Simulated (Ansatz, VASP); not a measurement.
# Two plane-wave programs on Si

```xyz
1
Lattice="0.0000 1.8586 1.8586 1.8586 0.0000 1.8586 1.8586 1.8586 0.0000" Properties=species:S:1:pos:R:3 pbc="T T T"
Si    0.0000    0.0000    0.0000
```

Alike in both runs: functional PBE; k mesh 17 × 17 × 17; occupations fermi-dirac, width 0.08 eV; no spin polarisation.

Ansatz relaxed the structure, and its values are those at the end. VASP's run is a single point on that final structure, the one shown.

```csv
,VASP,Ansatz
version,VASP 6.6.1,Ansatz 0.2.0
potentials or method,"VASP PAW PBE potentials, release 64 (Si)","PAW with Ansatz's default frozen-core files, scalar-relativistic"
plane-wave cutoff (eV),520,420
valence electrons in the cell,4,4
```

```csv
,VASP,Ansatz,Ansatz less VASP
pressure (GPa),12.9,13.0,+0.08
```
